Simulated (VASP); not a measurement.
Set up this calculation in VASP 6.6.1, as the native input.

| Quantity | Value |
| --- | --- |
| Task | G0W0 quasiparticle levels |
| Functional | PBE |
| Potentials or basis | VASP PAW PBE potentials, release 64 (Se_GW, Zn_GW) |
| Cutoff | 520 eV |
| k mesh | 5 × 5 × 5 |
| Occupations | gaussian, width 0.01 eV |
| Spin | no spin polarisation |
| GW scheme | G0W0 |
| GW iterations | 1 |
| Cutoff of the response function | 260 |
| Empty bands | 273 |
| Frequency points | 72 |
| Further INCAR settings | ALGO = EVGW0; EDIFF = 1e-08; NBANDS = 282 |

The system is ZnSe (Stilleite).

```
CELL_PARAMETERS angstrom
0.00000 2.83380 2.83380
2.83380 0.00000 2.83380
2.83380 2.83380 0.00000
ATOMIC_POSITIONS crystal
Se 0.75000 0.75000 0.75000
Zn 0.00000 0.00000 0.00000
```

One way to write it, as run:

POSCAR

```
ZnSe
1.0
    0.0000000000      2.8338000000      2.8338000000
    2.8338000000      0.0000000000      2.8338000000
    2.8338000000      2.8338000000      0.0000000000
Se Zn
1 1
Direct
    0.7500000000      0.7500000000      0.7500000000
    0.0000000000      0.0000000000      0.0000000000
```

INCAR.step1

```
  PREC = Accurate
  ENCUT = 520
  EDIFF = 1E-8
  ISMEAR = 0
  SIGMA = 0.01
  LREAL = F
  LASPH = T
  NELM = 100
  ALGO = Normal
  LWAVE = T
  LCHARG = F
  GGA = PE
```

INCAR.step2

```
  PREC = Accurate
  ENCUT = 520
  EDIFF = 1E-8
  ISMEAR = 0
  SIGMA = 0.01
  LREAL = F
  LASPH = T
  NELM = 1
  ALGO = Exact
  LWAVE = T
  LCHARG = F
  GGA = PE
  NBANDS = 282
  LOPTICS = T
  ISTART = 1
```

INCAR.step3

```
  PREC = Accurate
  ENCUT = 520
  EDIFF = 1E-8
  ISMEAR = 0
  SIGMA = 0.01
  LREAL = F
  LASPH = T
  ALGO = EVGW0
  LWAVE = F
  LCHARG = F
  GGA = PE
  NELMGW = 1
  NBANDS = 282
  ENCUTGW = 260
  NOMEGA = 72
  PRECFOCK = Fast
  ISTART = 1
  NBANDSGW = 17
```

KPOINTS

```
Automatic mesh
0
Gamma
  5 5 5
```

Potentials or basis: VASP PAW PBE potentials, release 64 (Se_GW, Zn_GW).

Run with:

```sh
$ cat potpaw_PBE.64/Se_GW/POTCAR potpaw_PBE.64/Zn_GW/POTCAR > POTCAR
$ cp INCAR.step1 INCAR
$ mpirun -np 1 vasp_std > vasp.out
$ cp INCAR.step2 INCAR
$ mpirun -np 1 vasp_std > vasp.out
$ cp INCAR.step3 INCAR
$ mpirun -np 1 vasp_std > vasp.out
```

Results of the run:

```json
{
  "Band gap on the k mesh, mean-field level": "1.27 eV, direct",
  "Quasiparticle gap": "2.40 eV",
  "Least direct quasiparticle gap": "2.40 eV"
}
```

Caveat: bands, screening cutoff and mesh are small and nothing is extrapolated, so the quasiparticle values aren't converged.

Run time: 14 min on 1 thread of Intel(R) Xeon(R) 6975P-C (Granite Rapids), with other jobs on the host, peak memory 1.4 GiB.
